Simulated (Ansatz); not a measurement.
input.yaml (Ansatz)

```yaml
crystal:
  lattice:
    - [0.0, 2.294921785, 2.294921785]
    - [2.294921785, 0.0, 2.294921785]
    - [2.294921785, 2.294921785, 0.0]
  atoms:
    - { symbol: Zr, position: [0.0, 0.0, 0.0], spin: 1.0 }
hamiltonian:
  xc: r2scan
  pseudopotentials:
    kind: paw
    azcp:
      Zr: "pseudopotentials/Zr.paw.azcp"
basis:
  ecutwfc: 500
  fft_grid_basis: typed
kpoints:
  mp_grid: { grid: [20, 20, 20], shift: [0, 0, 0] }
magnetization:
  spin_polarized: true
scf:
  occupations: { method: fermi_dirac, width: 0.05 }
output:
  stress: true
```

and its output:

```
Engine: ansatz 0.2.0, aarch64-unknown-linux-gnu
Pseudopotentials: kind: paw
Pseudopotential: Zr, paw, valence charge 12, recommended cutoff 500 eV (meta_gga) 
Functional definition: r2SCAN
  parameter k0 = 0.174
  parameter k1 = 0.065
  parameter a1 = 4.9479
  exchange = r2scan_x(k0 = k0, k1 = k1, a1 = a1)
  correlation = r2scan_c
Crystal: 1 atoms, lattice volume = 24.173 Å³
Basis set: ecut = 500 eV, 609 PW (Γ), exchange–correlation on 96×96×96 points (64 copies of the dense FFT grid, shifted against one another)
Bands: 11, of which v1, the nominal top of the filled ones, is band 6 counted from 1 (5 counted from 0)
Symmetry: 48 space group operations
Space group: Fm-3m (ITA 225), of the structure as read, at distance tolerance 2.9e-5 Å
Magnetic group: BNS 225.116 (UNI 1618), of the structure as read, at distance tolerance 2.9e-5 Å
k-points: 256 of 8000
Non-local potential: Zr, projectors of the file, l = 0: 3, l = 1: 2, l = 2: 2, l = 3: 2
PAW form: soft (Blöchl's): semilocal exchange-correlation on the pseudo side does not see the compensation charge
PAW frozen core: Zr, regenerated for the run's functional (the file was generated under x = pbe(κ = 0.804, μ = 0.2195149727645171), c = pbe(β = 0.06672455060314922))
PAW one-centre angular grid: Zr, 590 points (default); XC on 160 Gauss nodes
Initial density: superposition of atomic densities (chi_scale 0.1, normalization cell)
Starting moments: Σ|m| = 1 μB on 1 of 1 site
Initial wavefunctions: pseudopotential atomic-orbital guess
Functional: x = r2scan, c = r2scan; τ floored in thin density (d = 2e-4 eV/Å³)
iter 1 solved again at ethr=2.35e-3 eV; its pass at ethr=3.10e-3 eV (dr2=2.82e-1 eV) is discarded
SCF iter   1: F=—  HF=-4194.849311 eV  |F-HF|=—  |Δ(HF+E_count)|=         —  Δρ=2.62e-2 (↑2.62e-2 ↓1.04e-2)  dr2=3.05e-1  dr2_τ=4.93e-3  dr2_m=3.51e-2  M=0.656 μB ∫|m|=0.656 μB  β_m=0.87  ethr=2.35e-3  ⟨swp⟩=2.0  Hψ=42317  notcnv=0
Mixer restart at iter 1: flushing history
SCF iter   2: F=—  HF=-4194.900733 eV  |F-HF|=—  |Δ(HF+E_count)|=   5.14e-2  Δρ=1.46e-2 (↑1.46e-2 ↓9.35e-3)  dr2=1.69e-1  dr2_τ=7.15e-4  dr2_m=3.57e-3  M=0.581 μB ∫|m|=0.581 μB  β_m=0.40  ethr=2.35e-3  ⟨swp⟩=2.1  Hψ=9157  notcnv=0  κ⁻¹=1.0e0(r=1)
SCF iter   3: F=—  HF=-4194.956272 eV  |F-HF|=—  |Δ(HF+E_count)|=         —  Δρ=7.27e-3 (↑4.18e-3 ↓7.27e-3)  dr2=1.90e-2  dr2_τ=6.35e-4  dr2_m=3.52e-3  M=0.253 μB ∫|m|=0.262 μB  β_m=1.00  ethr=1.41e-3  ⟨swp⟩=2.1  Hψ=10011  notcnv=0  defer=5
...
SCF iter  13: F=—  HF=-4194.964646 eV  |F-HF|=—  |Δ(HF+E_count)|=   2.71e-9  Δρ=4.23e-7 (↑3.77e-7 ↓4.23e-7)  dr2=8.89e-12  dr2_τ=2.98e-12  dr2_m=3.28e-11  M=0.000 μB ∫|m|=0.000 μB  β_m=1.00  ethr=1.19e-12  ⟨swp⟩=3.0  Hψ=9693  notcnv=0  defer=47  κ⁻¹=1.3e-8(r=8)
SCF iter  14: F=—  HF=-4194.964646 eV  |F-HF|=—  |Δ(HF+E_count)|=   1.33e-9  Δρ=3.10e-7 (↑2.99e-7 ↓3.10e-7)  dr2=5.80e-13  dr2_τ=1.86e-12  dr2_m=2.04e-11  M=0.000 μB ∫|m|=0.000 μB  β_m=1.00  ethr=1.00e-12  ⟨swp⟩=1.0  Hψ=16055  notcnv=0  κ⁻¹=1.2e-7(r=8)
SCF iter  15: F=-4194.964646 eV  HF=-4194.964646 eV  |F-HF|=3.82e-11  |Δ(HF+E_count)|=  1.12e-10  Δρ=2.17e-7 (↑2.17e-7 ↓2.16e-7)  dr2=2.46e-13  dr2_τ=1.12e-12  dr2_m=1.02e-11  M=0.000 μB ∫|m|=0.000 μB  ethr=1.00e-12  ⟨swp⟩=2.0  Hψ=9880  notcnv=0
SCF 1 converged in 15 iterations: F = -4194.964646 eV  dr2 = 2.46e-13
WARN: the starting moments were not kept: the SCF closed with an absolute magnetisation of 1.3e-5 μB, where they sum to 1 μB in size (1 site). That is at most 0.1 of that sum. Measured as dr2_m measures the in/out step, that magnetisation stands 2.4e-11 eV from none, at or under the dr2_threshold of 1.0e-7 eV: it is no larger than a step whose dr2_m would equal this threshold. The system may hold no moment; this SCF shows only that its start led to no more than that. To try another start: raise the starting moments (crystal.atoms[].spin, magnetization.per_species, magnetization.initial_magnetization, or on a non-collinear deck that types none of these the spinor_matrix: blocks that start its atoms; where the total moment is fixed, keep their sum and leave initial_magnetization as it is; typed ones take the place of any that the run laid by itself, positive ones on a crystal's lanthanoids without a Hubbard term where scf.initial_density.shell_occupations: [] is typed) or, if the notice of its spin-set hold's release reads "site moments contracting" or "site moments show no strong build", lengthen the hold (scf.mixing.spin_hold: { on: { confirm: 4 } }; for m-r²SCAN on two components see the key's manual first). Each may lead to a state that holds a moment. A second SCF, from the converged charge density, with the starting moments and any scf.initial_density.shell_occupations laid on it anew, would have followed, and was not run: the deck does not ask for one (magnetization.retry_lost_moments is false, the default). To let it run, set magnetization.retry_lost_moments: true and run the deck again, where that key's refused combinations let it; where memory then withholds it, that run's warning says so.
this state was not tested for a lower state beside it, because the mixer in use, unlike msr1, does not test its closes by its own steps (another_mixer; see scf.mixing.algorithm and scf.lower_state_search)
SCF converged after 15 iterations
Magnetization: 0.0000 μB (6.0000 up, 6.0000 down)
Absolute magnetization: 0.0000 μB (∫|ρ↑−ρ↓|, with the PAW one-centre terms)
Spin contamination: 0.0000 ħ² per cell (⟨S²⟩ above its minimum at these occupations)
Per-site moments (μB) at R_I (Å): [(8.796126626678639e-6, 1.3387726740846448)]
Free energy (F): -4194.964646 eV
Harris-Foulkes:  -4194.964646 eV  (|F-HF|=3.82e-11)
Internal energy: -4194.952677 eV  (E = F + TS)
E sigma→0 (E₀):  -4194.958661 eV
Entropy (-TS):   -0.011969 eV (-11.969 meV/atom)
Fermi energy:    13.299059 eV
--- Per-component energies (eV) ---
  E_band       = -113.867938
  E_kinetic    = 330.783931
  E_local      = -641.997066  (includes V_loc(G=0)·N_el)
  E_nonlocal   = 79.909933
  E_hartree    = 197.877021
  E_xc         = -154.739866
  E_vxc        = -209.746297  (∫ρ·V_xc dr)
  E_paw        = -2970.972664  (= ΣΔE_a)
  E_vpaw       = -80.983891  (= ΣTr[D̂ρ^β])
  E_aug_tail   = 0.000008  (compensation charges beyond the density's cutoff)
  E_vtau       = 12.411397  (kinetic-family band-sum trace: ∫τ·v_τ [+ j·A + Jᵃ·Aᵃ] dr)
  E_ewald      = -1035.649232
  E_core_change = -0.164742  (= ΣΔE_core)
  E_smearing   = -0.011969  (= −TS)
  E_closure    = 0.000000  (closes the sum)
  Σ components = -4194.964646   (vs F -4194.964646, Δ=0.00e0)
--- Stress (GPa, compression-positive) ---
       -3.027107      -0.000000       0.000000
        0.000000      -3.027107       0.000000
        0.000000      -0.000000      -3.027107
  P = ⅓ Tr σ = -3.0271 GPa (-30.271 kbar)
```
